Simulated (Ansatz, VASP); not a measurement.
## Two plane-wave programs on Se

```xyz
1
Lattice="2.0314 1.1729 1.5970 -2.0314 1.1729 1.5970 0.0000 -2.3457 1.5970" Properties=species:S:1:pos:R:3 pbc="T T T"
Se    0.0000    0.0000    0.0000
```

Alike in both runs: functional PBE; k mesh 9 × 9 × 9; occupations gaussian, width 0.1 eV; no spin polarisation.

Ansatz relaxed the structure, and its values are those at the end. VASP's run is a single point on that final structure, the one shown.

```csv
,VASP,Ansatz
version,VASP 6.6.1,Ansatz 0.2.0
potentials or method,"VASP PAW PBE potentials, release 64 (Se)","scalar-relativistic, plane waves, PAW"
plane-wave cutoff (eV),520,420
valence electrons in the cell,6,16
```

```csv
,VASP,Ansatz,Ansatz less VASP
gap on the k mesh at the Fermi level (eV),none,none,-
pressure (GPa),-0.1,-0.2,-0.02
```

A gap of «none» marks a metal or a gap that the smearing closes. The functional is the same, so the differences come from potentials, cutoffs and numerics. The two sets of potentials don't hold the same shells in valence.
